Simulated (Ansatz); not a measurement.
A run of Ansatz 0.2.0 is set up as follows.

The input input.yaml:

```yaml
crystal:
  lattice:
    - [2.67, 0.0, 0.0]
    - [-1.335, 2.3122878281, 0.0]
    - [0.0, 0.0, 4.966]
  atoms:
    - { symbol: Zn, position: [0.6666666667, 0.3333333333, 0.75] }
    - { symbol: Zn, position: [0.3333333333, 0.6666666667, 0.25] }
kpoints:
  mp_grid: { grid: [11, 11, 6] }
scf:
  occupations: { method: fermi_dirac, width: 0.05 }
hamiltonian:
  xc: pbesol
  pseudopotentials: { kind: all_electron, lapw: { basis_error: 0.001 } }
output:
  forces: true
  stress: true
relax:
  f_tol: 0.02
  max_steps: 60
  cell: {}
```

Potentials or basis: all-electron LAPW, scalar-relativistic.

Launch:

```console
$ ansatz run input.yaml --threads 1 --pin off --max-ram 3072MiB --backend cpu --events-out ev --progress --plain --runs-dir out
```

Q: What does it give for the space group after relaxing (to 0.05 Å)?

A: P6_3/mmc (No. 194).

Q: What does it give for the relaxed volume?

A: 14.03 Å³/atom.

Q: What does it give for the relaxed cell?

A: a = 2.641 Å, b = 2.641 Å, c = 4.648 Å, α = 90.00°, β = 90.00°, γ = 120.00°.

Final structure:
```yaml
crystal:
  lattice:
    - [2.64068, 0.00000, 0.00000]
    - [-1.32034, 2.28689, 0.00000]
    - [0.00000, 0.00000, 4.64786]
  atoms:
    - { symbol: Zn, position: [0.66667, 0.33333, 0.75000] }
    - { symbol: Zn, position: [0.33333, 0.66667, 0.25000] }
```
